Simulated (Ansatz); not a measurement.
# Random displacements in Si

The calculation used Ansatz 0.2.0, DFT r2SCAN, scalar-relativistic, plane waves, PAW. Cutoff 500 eV, Γ-centred 10×10×8 k-points, Gaussian smearing of 0.15 eV. No spin polarisation. Energies are free energies at this smearing, counted from the undisturbed cell; pressure is positive in compression.

Zero of the scan (relaxed at this level; this form isn't the usual structure):

```xyz
8
Lattice="4.6042 -2.4553 0.0000 4.6042 2.4553 0.0000 0.0000 0.0000 5.3753" Properties=species:S:1:pos:R:3 pbc="T T T"
Si    4.6042    0.0001    4.1435
Si    4.6042   -0.0001    1.2318
Si    4.6042    2.4553    1.4559
Si    4.6042   -2.4553    3.9194
Si    6.6774    0.0000    2.6876
Si    2.0732    0.0000    0.0000
Si    2.5309    0.0000    2.6876
Si    7.1351    0.0000    0.0000
```

The atoms are displaced (Å, in the unstrained cell):

| atom | ux | uy | uz |
| --- | --- | --- | --- |
| Si1 | -0.122 | 0.089 | 0.037 |
| Si2 | -0.053 | 0.008 | 0.067 |
| Si3 | 0.089 | -0.087 | -0.001 |
| Si4 | -0.059 | 0.093 | -0.034 |
| Si5 | 0.064 | -0.149 | 0.053 |
| Si6 | 0.147 | 0.024 | -0.047 |
| Si7 | -0.066 | 0.026 | -0.070 |
| Si8 | 0.001 | -0.004 | -0.004 |

Strain (Voigt, engineering shear): (-0.0094, -0.0515, 0.0088, 0.0183, -0.0179, 0.0097).

**Question.** What are the energy change, the stress and the forces?

**Answer.** ΔE = 98.5 meV/atom; stress (xx, yy, zz, yz, xz, xy; compression positive) (3.34, 22.11, 1.46, -1.51, 0.01, -1.64) GPa.
| atom | Fx (eV/Å) | Fy | Fz |
| --- | --- | --- | --- |
| Si1 | 0.63 | -0.27 | 0.05 |
| Si2 | 0.30 | -1.14 | -0.24 |
| Si3 | 0.01 | 1.35 | -0.08 |
| Si4 | 0.34 | -0.30 | 0.08 |
| Si5 | -0.49 | 2.60 | 0.07 |
| Si6 | -0.80 | -0.34 | 0.08 |
| Si7 | 0.10 | -2.18 | -0.04 |
| Si8 | -0.10 | 0.28 | 0.08 |

Cost: 1 run of about 4.1 core-minutes, on Arm Neoverse V2 (shared hosts).